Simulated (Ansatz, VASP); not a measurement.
Mg: VASP beside Ansatz

```
Mg
1.0
     3.21993    0.00000    0.00000
    -1.60997    2.78854    0.00000
     0.00000    0.00000    5.22764
Mg
2
Direct
  0.33333 0.66667 0.25000
  0.66667 0.33333 0.75000
```

Change from the starting cell: volume scaled by 1.01, PAW files.

Alike in both runs: task electric field gradients; functional LDA; k mesh 12 × 12 × 7; occupations fermi-dirac, width 0.05 eV; no spin polarisation.

```csv
,VASP,Ansatz
version,VASP 6.6.1,Ansatz 0.2.0
potentials or method,"VASP PAW LDA potentials, release 64 (Mg)","PAW with Ansatz's default frozen-core files, scalar-relativistic"
plane-wave cutoff (eV),520,420
valence electrons in the cell,4,20
```

Ansatz gave:

```
pressure (GPa)                                                 : -2.8
largest component of the traceless stress (GPa)                : 0.58
Vzz of the field gradient on the site that differs most (V/Å²) : 1.4
```

Problem. What did VASP give for the same quantities?

Solution. Pressure (GPa): -3.1; largest component of the traceless stress (GPa): 0.58; Vzz of the field gradient on the site that differs most (V/Å²): 1.3.

The two sets of potentials don't hold the same shells in valence.
